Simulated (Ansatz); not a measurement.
# P: strain and displacement

```
CELL_PARAMETERS angstrom
4.27290 0.00000 0.00000
0.00000 4.27290 0.00000
0.00000 0.00000 4.37800
ATOMIC_POSITIONS crystal
P 0.00000 0.00000 0.00000
```

The cell comes from COD entry 1534547, which wasn't checked; take it as a given geometry.

Computed with DFT, PBE, all-electron LAPW, scalar-relativistic in Ansatz 0.2.0.

Numerical set-up: a Γ-centred 10×10×9 k mesh, Fermi–Dirac smearing of 0.08 eV, basis error target 0.25 meV/atom, no spin polarisation.

The unchanged cell is at -3.52 GPa, so energy changes include a term −P ΔV where the volume moves.

In a metal, stresses and small energies carry noise from the k mesh.

x, y and z are the Cartesian axes of the cell as listed; fractional coordinates follow a strain, and an engineering shear is twice the off-diagonal strain component.

Question: With this change (x and y strained by +1.5 %, z held), what becomes of the energy and stress?

Answer: Energy change +53 meV/atom; stress change (xx, yy, zz, yz, xz, xy) 0.32, 0.32, 0.06, 0.00, 0.00, 0.00 GPa, compression positive.

Question: With this change (z strained by -4 % at fixed volume), what becomes of the energy and stress?

Answer: Energy change -2 meV/atom; stress change (xx, yy, zz, yz, xz, xy) 0.35, 0.35, -0.68, 0.00, 0.00, 0.00 GPa, compression positive.
